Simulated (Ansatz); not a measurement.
BaHfO₃ built on the cubic perovskite prototype, relaxed with r2SCAN in Ansatz 0.2.0: it is cubic, Pm-3m (No. 221); conventional cell a = 4.177 Å, 14.58 Å³ an atom. Ba is surrounded by 12 O at 2.95 Å; Hf is surrounded by 6 O at 2.09 Å; O is surrounded by 2 Hf at 2.09 Å and 4 Ba at 2.95 Å. It was then strained (uniaxial along z, other directions held), atoms relaxed again within the symmetry left. Unstrained, HSE06 gives 5.177 eV (R → Γ, 4×4×4 mesh), and the band edges keep their places in every row. Only one sign of strain is shown, since it lowers the symmetry, and equivalent edge states can then move with another slope on the other side. Stress is positive in compression. Calculated for a static, non-magnetic cell.

Axes as in this cell:
```xyz
5
Lattice="4.1771 0.0000 0.0000 0.0000 4.1771 0.0000 0.0000 0.0000 4.1771" Properties=species:S:1:pos:R:3 pbc="T T T"
Ba    0.0000    0.0000    0.0000
Hf    2.0885    2.0885    2.0885
O     2.0885    2.0885    0.0000
O     2.0885    0.0000    2.0885
O     0.0000    2.0885    2.0885
```

```csv
strain (%),ε,"ΔE_g, HSE06 (eV)","Δσ_zz, r2SCAN (GPa)","Δ(mean ε∞, r2SCAN)"
+1.0,+0.0100,-0.052,-3.22,-0.01
+3.0,+0.0300,-0.150,-8.71,-0.02
+4.0,+0.0400,-0.196,-11.02,-0.02
```

Problem. Fit ΔE_g = a x + b x² to these rows by least squares, with x = ε.

Solution. The normal equations take Σx² = 2.600e-03, Σx³ = 9.200e-05, Σx⁴ = 3.380e-06, ΣxΔE = -1.286e-02 and Σx²ΔE = -4.538e-04, and give a = -5.30 eV, b = +10.0 eV; the largest residual is 0.000 eV.

Problem. Fit the change of σ_zz in the same way.

Solution. Δσ_zz = -336.4 x + (1524) x² GPa. The slope, 336 GPa, is C₁₁ in these axes.

Problem. Predict the withheld row at +2.0 % (x = +0.0200).

Solution. ΔE_g ≈ -5.30 × (+0.0200) + (10.0) × (+0.0200)² = -0.102 eV, and Δσ_zz ≈ -6.12 GPa. The runs give -0.102 eV and -6.12 GPa, off by 0.000 eV and 0.00 GPa.

Problem. Fit the last column too (unstrained value 4.34), and predict it for the withheld row.

Solution. Δ = -1.17 x + (16.7) x², which gives -0.02 at x = +0.0200; the run gives -0.01.

Spin-orbit coupling is left out.

For a response run the program warns that the ground state's bands aren't all converged, so ε∞ carries an extra error.
